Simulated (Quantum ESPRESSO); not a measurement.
Crystal: SnO2.

```
CELL_PARAMETERS angstrom
1.61709 0.93363 4.80059
-1.61709 0.93363 4.80059
0.00000 -1.86726 4.80059
ATOMIC_POSITIONS crystal
Sn 0.50000 0.50000 0.50000
O 0.76283 0.76283 0.76283
O 0.23717 0.23717 0.23717
```

Measurements of this composition are mostly on another form, of space group No. 136.

Base run:

```yaml
Program: Quantum ESPRESSO 7.5
Functional: PBEsol
Potentials_or_basis: GBRV 1.5 PBEsol
Cutoff: 925 eV
Density_cutoff: 7401 eV
k_mesh: 10 × 10 × 10
Occupations: fermi-dirac, width 0.05 eV
Spin: no spin polarisation
```

Its results: band gap on the k mesh 1.86 eV, indirect (least direct gap 1.97 eV); pressure -5.0 GPa; largest force 0.377 eV/Å.

**Question.** The run is repeated on the same cell with these changes: functional from PBEsol to LDA; potentials or basis from GBRV 1.5 PBEsol to GBRV 1.5 LDA. What comes out?

**Answer.** Band gap on the k mesh 1.77 eV, indirect (least direct gap 1.89 eV); pressure -8.8 GPa; largest force 0.636 eV/Å.

Caveats: spin-orbit coupling is left out, which moves the levels of the heavy elements.

Not every run made on this cell is shown here.
